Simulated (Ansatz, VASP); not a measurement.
**Two plane-wave programs on Ti**

```
Ti
1.0
    -1.55668    1.55668    1.55668
     1.55668   -1.55668    1.55668
     1.55668    1.55668   -1.55668
Ti
1
Direct
  0.00000 0.00000 0.00000
```

Alike in both runs: functional PBEsol; k mesh 18 × 18 × 18; occupations gaussian, width 0.1 eV; no spin polarisation.

Ansatz relaxed the structure, and its values are those at the end. VASP's run is a single point on that final structure, the one shown.

```csv
,VASP,Ansatz
version,VASP 6.6.1,Ansatz 0.2.0
potentials or method,"VASP PAW PBE potentials, release 64 (Ti_sv)","scalar-relativistic, plane waves, PAW"
plane-wave cutoff (eV),520,420
valence electrons in the cell,12,12
```

|  | VASP | Ansatz | Ansatz less VASP |
| --- | --- | --- | --- |
| gap on the k mesh at the Fermi level (eV) | none | none | - |
| pressure (GPa) | 11.5 | 12.0 | +0.46 |

A gap of «none» marks a metal or a gap that the smearing closes.

Caveats: the PAW data sets were made with another functional, which shifts forces and pressure a little (VASP).
